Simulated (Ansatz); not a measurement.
# MnO2 (R-3m) in Ansatz: further runs

The runs below take MnO2 through band structure, with HSE06, PBE0.

Program: Ansatz 0.2.0. These are calculated values, not measurements. Logs are shortened: lines on timing, memory, paths and dates and some standing lists are left out, and cuts for length are marked.

### 1 The structure

The structure is trigonal, space group R-3m (No. 166). Conventional cell: a = 2.857 Å, b = 2.857 Å, c = 13.752 Å, α = 90.00°, β = 90.00°, γ = 120.00°. Mn (site symmetry -3m) is surrounded by 6 O at 1.90 Å. O (site symmetry 3m) has 3 Mn at 1.90 Å as nearest neighbours.

Measurements of this composition are mostly on another form, of space group No. 136.

### 2 Band structure, HSE06, collinear spin, ferromagnetic start

input reads:

```
crystal:
  lattice:
    - [1.4284348394, 0.824707239, 4.5839315268]
    - [-1.4284348394, 0.824707239, 4.5839315268]
    - [0.0, -1.6494144781, 4.5839315268]
  atoms:
    - { symbol: Mn, position: [0.0, 0.0, 0.0], spin: 4.0 }
    - { symbol: O, position: [0.73563551, 0.73563551, 0.73563551] }
    - { symbol: O, position: [0.26436449, 0.26436449, 0.26436449] }
hamiltonian:
  xc: hse06
  pseudopotentials: { kind: paw }
magnetization:
  spin_polarized: true
kpoints:
  mp_grid: { grid: [8, 8, 8] }
  band_path:
    path:
      - [[0.0, 0.0, 0.0], [0.5, 0.0, 0.0], [0.5, 0.1882457062, -0.1882457062]]
      - [[0.8117542938, 0.5, 0.1882457062], [0.5, 0.5, 0.5], [0.0, 0.0, 0.0], [0.3441228531, 0.0, -0.3441228531]]
      - [[0.6558771469, 0.3441228531, 0.0], [0.5, 0.5, 0.0], [0.6558771469, 0.6558771469, 0.1882457062], [0.5, 0.5, 0.5]]
      - [[0.5, 0.0, 0.0], [0.8117542938, 0.3441228531, 0.3441228531]]
    npoints: 4
scf:
  occupations: { method: fermi_dirac, width: 0.05 }
  n_extra_bands: 7
output:
  forces: true
  stress: true
  eigenvalues: true
  fatbands: false
  write_density: true
  write_potential: true
  elf: true
  volumetric_format: npy
```

Potentials or basis: Ansatz PAW.

Output:

```text
Warning: output.stress: scf.convergence.dr2_threshold = 1e-7 eV (the SCF's general default) is looser than the 3e-10 eV advised for a printed stress (1e-10 eV for each atom of the cell: 3). What an SCF threshold leaves in a stress goes as its square root, and in the free energy as the threshold itself, and one threshold admits the most on a small cell: of the crystals measured, under no hybrid functional and no lock of the moments, on runs that ended without the residual-converged pass, on stresses that held no estimate of that error, the worst erred by over 100 MPa in a component at 1e-7 eV an atom and by under 5 at 1e-10. Set scf.convergence.dr2_threshold to 3e-10 eV or tighter. The threshold is an SCF's pass mark: one that does not reach it within its budget of iterations ends unconverged, or closes short of it on a stop that the run arms, and scf.convergence.dr2_threshold's page says what that costs each kind of run
Warning: output.stress: scf.exx.energy_threshold = 1e-6 eV is looser than the 3e-8 eV advised for a stress under a hybrid functional (1e-8 eV for each atom of the cell: 3). Every SCF of the exchange loop can meet its threshold on dr2 while the loop round them stops early: no threshold on dr2 bounds what that leaves in the stress. Set scf.exx.energy_threshold to 3e-8 eV or tighter. The threshold is the loop's pass mark: a loop that does not reach it within its budget of cycles ends unconverged, and scf.exx.energy_threshold's page has the law
basis.fft_grid_basis auto: the FFT boxes are laid along the combinations [[1, -1, 0], [0, 1, 0], [0, -1, 1]] of the cell's own vectors, 2.857, 4.872 and 2.857 Å long. The dense box has 20×36×20 points. Along the cell's own vectors, as sized, it would have 36×36×36, 3.24 times as many. Of the 12 symmetry operations that the crystal satisfies within crystal.symmetry.tolerance (time reversal apart; of a slab, those that keep its plane) the dense box along the cell's own vectors carries 12, and the one as laid loses 8 of those. basis.fft_grid_basis: typed keeps the cell's own vectors: state it where this run's energies or levels are differenced outside the engine with another run's, or held beside a run that keeps those vectors. Those combinations have planes normal to reciprocal vector 3, as the cell's own vectors have. Each planar average written beside output.write_density, output.write_potential has a row for each plane of the box: 20. The volumetric files lie along those combinations, not along the cell's own vectors: a cube or XSF file states them, and fields.json those of NumPy files.
scf.n_extra_bands = 7 over 14 filled bands (N_el = 27.0): the run solves 21 bands
GPUs: using 1 of 1 available (devices: 1).
Engine: ansatz 0.2.0, x86_64-unknown-linux-gnu
Pseudopotentials: kind: paw
Pseudopotential: Mn, paw, valence charge 15, recommended cutoff 420 eV (normal), Mn.paw.azcp
Pseudopotential: O, paw, valence charge 6, recommended cutoff 420 eV (normal), O.paw.azcp
Functional definition: HSE06
  parameter a = 0.25
  parameter omega = 0.11/bohr
  exchange = pbe_x - a*pbe_x_sr(omega) + a*exact_x_sr(omega)
  correlation = pbe_c
device memory: the entry about to start is reckoned to put 1.0 GiB on a device that reports 45.1 GiB free (of which the cap on the GPU budget leaves the run 18.0 GiB)
GPU FFT provider: cuFFT
GPU libraries: cuBLAS 13.8.2, cuFFT 12.4.0, cuSOLVER 12.3.4
Crystal: 3 atoms, lattice volume = 32.400 Å³
Basis set: ecut = 420 eV, 651 PW (Γ), FFT grids on a1−a2, a2, −a2+a3, exchange–correlation on 40×72×40 points (8 copies of the dense FFT grid, shifted against one another)
Bands: 21, of which v1, the nominal top of the filled ones, is band 14 counted from 1 (13 counted from 0)
Symmetry: 12 space group operations
Space group: R-3m (ITA 166), of the structure as read, at distance tolerance 3.2e-5 Å
Magnetic group: BNS 166.97 (UNI 1327), of the structure as read, at distance tolerance 3.2e-5 Å
k-points: 65 of 512
Non-local potential: Mn, projectors of the file, l = 0: 3, l = 1: 2, l = 2: 3, l = 3: 1
Non-local potential: O, projectors of the file, l = 0: 2, l = 1: 2, l = 2: 1
PAW form: soft (Blöchl's): semilocal exchange-correlation on the pseudo side does not see the compensation charge
PAW frozen core: Mn, regenerated for the run's functional, and the local potential with it (the file was generated under x = pbe(κ = 0.804, μ = 0.2195149727645171), c = pbe(β = 0.06672455060314922))
PAW frozen core: O, regenerated for the run's functional, and the local potential with it (the file was generated under x = pbe(κ = 0.804, μ = 0.2195149727645171), c = pbe(β = 0.06672455060314922))
PAW one-centre angular grid: Mn, 590 points (default); XC on 64 Gauss nodes
PAW one-centre angular grid: O, 110 points (default); XC on 96 Gauss nodes
Initial density: superposition of atomic densities (chi_scale 0.1, normalization cell, long waves kept (reshape's long-wave potential 0.12 eV rms))
Starting moments: Σ|m| = 4 μB on 1 of 3 sites
Initial wavefunctions: pseudopotential atomic-orbital guess
GPU buffer pool allocated for 14400 grid points (all kernels)
GPU transforms: local potential and band sums: pruned to the plane-wave sphere, on 20×36×20
Functional: x = pbe(κ = 0.804, μ = 0.2195149727645171), c = pbe(β = 0.06672455060314922), warm-up for x = pbe(κ = 0.804, μ = 0.2195149727645171) + 0.25 (exact − pbe) at short range (hse, ω = 0.20786987370883472 Å⁻¹), c = pbe(β = 0.06672455060314922); HSE06 as pw.x's `hse` composes it (authors' and Libxc's form: `xc: wpbeh`)
SCF iter   1: F=—  HF=-5035.560947 eV  |F-HF|=—  |Δ(HF+E_count)|=         —  Δρ=2.45e-1 (↑9.08e-2 ↓2.45e-1)  dr2=3.62e1  dr2_m=2.51e0  M=2.448 μB ∫|m|=2.452 μB  β_m=0.30  ethr=1.00e-1  ⟨swp⟩=6.1  Hψ=8626  notcnv=0
preconditioner: auto → none  [metal: Δε(μ)=0.005 eV  Ē_g=15.018 eV  σ=0.050 eV  W_gap=0.03  n_scr=8 (ndim 8)  ℏωp=28.4 eV  f_vac=0.071  D(μ)=3.68/eV (n_scr^D=48)  sad-step TF]
[... 62 lines left out ...]
Exchange kernel: α = 0.2500, screened, ω = 0.2079 Å⁻¹, Wigner–Seitz truncation, v(0) = 1046.6280 eV·Å³, q-mesh 8×8×8, nearest image of the exchange supercell L = 22.85 Å, pair-density grid 18×32×18, without the augmentation charges, whose exchange is taken in its separable form by FFT convolution over the k-point mesh (the finest that the files' search goes to), smooth part of the exact exchange by density-matrix convolution in up to 5.17 GiB of GPU memory as planned if the GPU has room (build and FFT work areas not counted)
Frozen-core exchange: fock
SCF iter   1: F=—  HF=-5032.152125 eV  |F-HF|=—  |Δ(HF+E_count)|=         —  Δρ=7.58e-6 (↑4.18e-6 ↓7.58e-6)  dr2=1.04e-8  dr2_m=9.28e-9  M=3.000 μB ∫|m|=3.261 μB  β_m=0.30  ethr=4.51e-9  ⟨swp⟩=3.5  Hψ=5759  notcnv=0
preconditioner: auto → none  [insulator: Δε(μ)=3.507 eV  Ē_g=17.744 eV  σ=0.050 eV  W_gap=1.00  n_scr=8 (ndim 8)  ℏωp=28.4 eV  f_vac=0.174  D(μ)=0.00/eV (n_scr^D=0)]
SCF iter   2: F=—  HF=-5032.152125 eV  |F-HF|=—  |Δ(HF+E_count)|=   1.17e-8  Δρ=7.01e-6 (↑7.01e-6 ↓6.02e-6)  dr2=1.45e-9  dr2_m=1.17e-8  M=3.000 μB ∫|m|=3.261 μB  β_m=0.51  ethr=3.19e-11  ⟨swp⟩=4.2  Hψ=6900  notcnv=0  defer=1
SCF iter   3: F=—  HF=-5032.152125 eV  |F-HF|=—  |Δ(HF+E_count)|=   2.66e-9  Δρ=4.89e-6 (↑4.89e-6 ↓4.02e-6)  dr2=3.86e-10  dr2_m=5.71e-9  M=3.000 μB ∫|m|=3.261 μB  β_m=0.76  ethr=4.30e-12  ⟨swp⟩=3.2  Hψ=5600  notcnv=0  defer=1
SCF iter   4: F=—  HF=-5032.152125 eV  |F-HF|=—  |Δ(HF+E_count)|=   2.83e-9  Δρ=1.89e-6 (↑4.34e-7 ↓1.89e-6)  dr2=1.28e-9  dr2_m=2.14e-10  M=3.000 μB ∫|m|=3.261 μB  β_m=0.78  ethr=1.04e-12  ⟨swp⟩=4.1  Hψ=6862  notcnv=0
SCF iter   5: F=—  HF=-5032.152125 eV  |F-HF|=—  |Δ(HF+E_count)|=  1.82e-11  Δρ=7.92e-7 (↑7.92e-7 ↓7.66e-7)  dr2=7.05e-10  dr2_m=1.51e-11  M=3.000 μB ∫|m|=3.261 μB  β_m=0.71  ethr=1.07e-12 (applied; sched 1.04e-12)  ⟨swp⟩=3.6  Hψ=6096  notcnv=0  defer=1
SCF iter   6: F=-5032.152125 eV  HF=-5032.152125 eV  |F-HF|=2.27e-11  |Δ(HF+E_count)|=  1.36e-10  Δρ=2.96e-7 (↑2.96e-7 ↓1.01e-7)  dr2=3.03e-11  dr2_m=7.11e-12  M=3.000 μB ∫|m|=3.261 μB  ethr=1.04e-12  ⟨swp⟩=2.5  Hψ=4778  notcnv=0
SCF 4 converged in 6 iterations: F = -5032.152125 eV  dr2 = 3.03e-11
  Residual-converged pass: ⟨swp⟩=3.0  Hψ=5173  notcnv=0  max |occ|·‖R‖ = 2.7e-7 eV (tolerance 2.7e-7 eV)  dr2=2.87e-11  dr2_m=7.47e-12  dr2_onsite=5.98e-12  max |Δocc| = 2.7e-26
hybrid outer 3: dexx = +2.025e-8 eV, tail = 3.14e-10 eV, Δε = 3.38e-4 eV (about 1.65e-5 eV left of the loop's levels), ΔF = 3.01e-4 eV/Å (tail 1.66e-4)
device memory: the entry about to start is reckoned to put 0.4 GiB on a device that reports 34.2 GiB free (of which the cap on the GPU budget leaves the run 18.0 GiB)
NSCF: frozen V_eff on 40 k-points, pencils in batches of 32, up to order 96
this state was not tested for a lower state beside it, because the functional holds exact exchange (a hybrid, or Hartree-Fock), whose exchange loop this test does not read (fock_operator); the stability check (scf.self_checks: high) cannot read this state: a pseudopotential is PAW: the check reads norm-conserving sets alone
hybrid SCF converged: 3 outer / 23 inner (+11 warm-up), last move |dexx| = 2.03e-8 eV, tail = 3.14e-10 eV
Magnetization: 3.0000 μB (15.0000 up, 12.0000 down)
Absolute magnetization: 3.2632 μB (∫|ρ↑−ρ↓|, with the PAW one-centre terms)
Spin contamination: 0.0669 ħ² per cell (⟨S²⟩ above its minimum at these occupations)
Per-site moments (μB) at R_I (Å): [(2.693638751257247, 0.7848474296341197), (-0.034587237446194075, 0.7848474296341199), (-0.03458723744619385, 0.7848474296341197)]
Free energy (F): -5032.152125 eV
Frozen-core exchange: fock
Harris-Foulkes:  -5032.152125 eV  (|F-HF|=2.27e-11)
Internal energy: -5032.152125 eV  (E = F + TS)
E sigma→0 (E₀):  -5032.152125 eV
Fermi energy:    7.985855 eV
--- Per-component energies (eV) ---
  E_band       = -436.606175
  E_kinetic    = 650.155908
  E_local      = -3528.928274  (includes V_loc(G=0)·N_el)
  E_nonlocal   = 328.923535
  E_hartree    = 1436.063233
  E_xc         = -209.230820
  E_vxc        = -265.048237  (∫ρ·V_xc dr)
  E_exx        = -103.069766  (= α·E_x^exact, valence–valence)
  E_paw        = -1557.322851  (= ΣΔE_a)
  E_vpaw       = -287.700729  (= ΣTr[D̂ρ^β])
  E_aug_tail   = 0.004774  (compensation charges beyond the density's cutoff)
  E_ewald      = -2048.497981
  E_core_change = -0.249883  (= ΣΔE_core)
  E_smearing   = -0.000000  (= −TS)
  E_closure    = 0.000000  (closes the sum)
  Σ components = -5032.152125   (vs F -5032.152125, Δ=0.00e0)
--- Forces (eV/Å), atoms counted from 1 ---
  atom   1  Mn     0.00000000     0.00000000    -0.00000000
  atom   2  O      0.00000000     0.00000000    -0.43707507
  atom   3  O      0.00000000    -0.00000000     0.43707507
  max |Σ_I F_I| component: 0.00e0 eV/Å
--- Stress (GPa, compression-positive) ---
       -3.215192       0.000000       0.000000
        0.000000      -3.215192      -0.000000
        0.000000      -0.000000      -2.038625
  P = ⅓ Tr σ = -2.8230 GPa (-28.230 kbar)
--- Band table (eV; the first three rows and the last of 130) ---
  k-point 0 ↑: bands = ["-80.5336", "-47.7219", "-47.6552", "-47.6552", "-14.3607", "-11.8471", "-0.6024", "0.2058", "0.2058", "2.6889", "2.6889", "5.2763", "5.7399", "5.7399", "5.9198", "11.1485", "11.1485", "15.8009", "18.9404", "24.0247", "28.1075"]
  k-point 1 ↑: bands = ["-80.5309", "-47.7177", "-47.6789", "-47.6604", "-14.1443", "-11.9206", "-0.3608", "0.1338", "0.4312", "2.4421", "2.4819", "4.8487", "5.6395", "5.7727", "6.1113", "10.6182", "11.0455", "16.5553", "19.7515", "24.0446", "26.6781"]
  k-point 2 ↑: bands = ["-80.5243", "-47.7363", "-47.7072", "-47.6731", "-13.5869", "-12.0973", "-0.2371", "0.5146", "1.0090", "1.8388", "2.0203", "4.3245", "5.3021", "5.5531", "6.0910", "9.9028", "10.9125", "18.2801", "21.3372", "24.0301", "24.6997"]
  k-point 64 ↓: bands = ["-76.2167", "-43.1007", "-43.1007", "-42.8933", "-14.2222", "-12.1274", "1.6177", "1.6177", "2.0987", "4.5176", "5.5084", "5.5084", "10.0285", "10.0285", "11.7994", "13.1511", "13.1511", "18.3108", "18.8768", "22.5239", "29.4875"]
```

Wall time 4.7 min (1 × NVIDIA H100 80GB HBM3 with 2 threads of AMD EPYC 7R13 (Zen 3), shared host); peak memory 3.7 GiB.

Results:

* Free energy: -5032.1521 eV
* Pressure: -2.8 GPa
* Largest force: 0.437 eV/Å
* Band gap on the k mesh: 3.51 eV, indirect (least direct gap 3.66 eV)
* Band gap along the path: 3.73 eV, indirect (least direct gap 3.81 eV)
* Net moment: 3.00 μB per cell
* Absolute moment: 3.26 μB per cell
* Site moments: Mn +2.69; O -0.03 μB

Forces on the atoms (eV/Å):
```
Mn   0.000  0.000  0.000
O    0.000  0.000 -0.437
O    0.000  0.000  0.437
```

Levels at the corners of the path, in eV from the valence-band top:
Spin up:
```csv
point,band 12,band 13,band 14,band 15,band 16,band 17,band 18,band 19
Γ,-0.88,-0.42,-0.42,-0.24,4.99,4.99,9.64,12.78
L,-2.59,-2.08,-1.53,-1.39,4.04,4.80,14.67,16.12
B1,-3.24,-2.12,-1.34,-1.00,4.10,4.22,15.94,16.45
B,-3.24,-2.12,-1.34,-1.00,4.10,4.22,15.94,16.45
Z,-1.65,-0.48,-0.48,-0.41,5.02,5.02,11.79,12.15
Γ,-0.88,-0.42,-0.42,-0.24,4.99,4.99,9.64,12.78
X,-3.31,-2.13,-1.19,-1.18,4.10,4.20,16.08,16.40
Q,-3.31,-2.13,-1.19,-1.18,4.10,4.20,16.08,16.40
F,-2.47,-2.20,-1.56,-1.16,4.32,4.90,13.61,14.79
P1,-2.41,-2.08,-1.64,-1.08,4.19,4.88,13.98,14.80
Z,-1.65,-0.48,-0.48,-0.41,5.02,5.02,11.79,12.15
L,-2.59,-2.08,-1.53,-1.39,4.04,4.80,14.67,16.12
P,-2.41,-2.08,-1.64,-1.08,4.19,4.88,13.98,14.80
```
Spin down:
| point | band 10 | band 11 | band 12 | band 13 | band 14 | band 15 |
| --- | --- | --- | --- | --- | --- | --- |
| Γ | -0.59 | -0.59 | -0.21 | 3.87 | 3.87 | 5.66 |
| L | -2.74 | -2.17 | -1.42 | 4.18 | 4.76 | 5.07 |
| B1 | -2.61 | -2.08 | -1.68 | 4.33 | 5.03 | 5.13 |
| B | -2.61 | -2.08 | -1.68 | 4.33 | 5.03 | 5.13 |
| Z | -1.64 | -0.65 | -0.65 | 3.87 | 3.87 | 5.64 |
| Γ | -0.59 | -0.59 | -0.21 | 3.87 | 3.87 | 5.66 |
| X | -2.51 | -2.10 | -1.80 | 4.33 | 5.06 | 5.13 |
| Q | -2.51 | -2.10 | -1.80 | 4.33 | 5.06 | 5.13 |
| F | -2.28 | -2.10 | -1.12 | 3.96 | 4.77 | 5.10 |
| P1 | -2.25 | -2.19 | -1.16 | 4.02 | 4.78 | 5.08 |
| Z | -1.64 | -0.65 | -0.65 | 3.87 | 3.87 | 5.64 |
| L | -2.74 | -2.17 | -1.42 | 4.18 | 4.76 | 5.07 |
| P | -2.25 | -2.19 | -1.16 | 4.02 | 4.78 | 5.08 |

Caveat: the magnetic or orbital state may not be the lowest; the pressure holds a Pulay correction of +0.6 GPa for the finite cutoff; a cell with one magnetic atom can't hold antiferromagnetic order, which such compounds often take; the PAW data sets come from PBE, with cores solved anew for the run's functional, which leaves a small shift of forces and pressure; the thresholds are loose for stress.

### 3 Band structure, PBE0, collinear spin, ferromagnetic start

Edit input of step 2 so:

```diff
@@ -10,3 +10,3 @@
 hamiltonian:
-  xc: hse06
+  xc: pbe0
   pseudopotentials: { kind: paw }
```

Potentials or basis: Ansatz PAW.

It took 4.6 min on 1 × NVIDIA H100 80GB HBM3 with 2 threads of AMD EPYC 7R13 (Zen 3), shared host; peak memory 3.7 GiB.

Results (log left out):

| Item | Value |
| --- | --- |
| Free energy | -5032.5126 eV |
| Pressure | -3.0 GPa |
| Largest force | 0.448 eV/Å |
| Band gap on the k mesh | 4.26 eV, indirect (least direct gap 4.42 eV) |
| Band gap along the path | 4.49 eV, indirect (least direct gap 4.57 eV) |
| Net moment | 3.00 μB per cell |
| Absolute moment | 3.25 μB per cell |
| Site moments | Mn +2.69; O -0.03 μB |

Forces on the atoms (eV/Å):
```
Mn   0.000  0.000  0.000
O    0.000  0.000 -0.448
O    0.000  0.000  0.448
```

Stress tensor (GPa, compression positive):
```
-3.40  0.00  0.00
 0.00 -3.40  0.00
 0.00  0.00 -2.15
```

Levels at the corners of the path, in eV from the valence-band top:
Spin up:
```csv
point,band 12,band 13,band 14,band 15,band 16,band 17,band 18,band 19
Γ,-0.91,-0.41,-0.41,-0.25,5.77,5.77,10.40,13.55
L,-2.62,-2.09,-1.54,-1.41,4.82,5.58,15.44,16.89
B1,-3.26,-2.13,-1.35,-1.02,4.88,5.00,16.71,17.23
B,-3.26,-2.13,-1.35,-1.02,4.88,5.00,16.71,17.23
Z,-1.67,-0.47,-0.47,-0.43,5.80,5.80,12.57,12.92
Γ,-0.91,-0.41,-0.41,-0.25,5.77,5.77,10.40,13.55
X,-3.33,-2.14,-1.20,-1.20,4.88,4.98,16.85,17.17
Q,-3.33,-2.14,-1.20,-1.20,4.88,4.98,16.85,17.17
F,-2.50,-2.20,-1.58,-1.17,5.11,5.69,14.39,15.56
P1,-2.43,-2.09,-1.67,-1.09,4.97,5.66,14.75,15.57
Z,-1.67,-0.47,-0.47,-0.43,5.80,5.80,12.57,12.92
L,-2.62,-2.09,-1.54,-1.41,4.82,5.58,15.44,16.89
P,-2.43,-2.09,-1.67,-1.09,4.97,5.66,14.75,15.57
```
Spin down:
```csv
point,band 8,band 9,band 10,band 11,band 12,band 13,band 14,band 15,band 16,band 17
Γ,-4.60,-4.60,-0.57,-0.57,-0.20,4.62,4.62,6.43,7.73,7.73
L,-3.98,-3.77,-2.77,-2.16,-1.42,4.94,5.51,5.84,7.20,7.70
B1,-4.89,-4.20,-2.63,-2.09,-1.69,5.09,5.80,5.90,7.05,7.22
B,-4.89,-4.20,-2.63,-2.09,-1.69,5.09,5.80,5.90,7.05,7.22
Z,-4.57,-4.08,-1.65,-0.63,-0.63,4.62,4.62,6.41,7.76,7.76
Γ,-4.60,-4.60,-0.57,-0.57,-0.20,4.62,4.62,6.43,7.73,7.73
X,-4.75,-4.29,-2.53,-2.11,-1.81,5.09,5.83,5.90,7.06,7.20
Q,-4.75,-4.29,-2.53,-2.11,-1.81,5.09,5.83,5.90,7.06,7.20
F,-4.29,-3.69,-2.27,-2.12,-1.11,4.72,5.53,5.86,7.29,7.77
P1,-4.27,-3.71,-2.25,-2.21,-1.15,4.78,5.53,5.85,7.22,7.74
Z,-4.57,-4.08,-1.65,-0.63,-0.63,4.62,4.62,6.41,7.76,7.76
L,-3.98,-3.77,-2.77,-2.16,-1.42,4.94,5.51,5.84,7.20,7.70
P,-4.27,-3.71,-2.25,-2.21,-1.15,4.78,5.53,5.85,7.22,7.74
```

Caveat: the magnetic or orbital state may not be the lowest; the pressure holds a Pulay correction of +0.6 GPa for the finite cutoff; a cell with one magnetic atom can't hold antiferromagnetic order, which such compounds often take; the PAW data sets come from PBE, with cores solved anew for the run's functional, which leaves a small shift of forces and pressure; the thresholds are loose for stress.
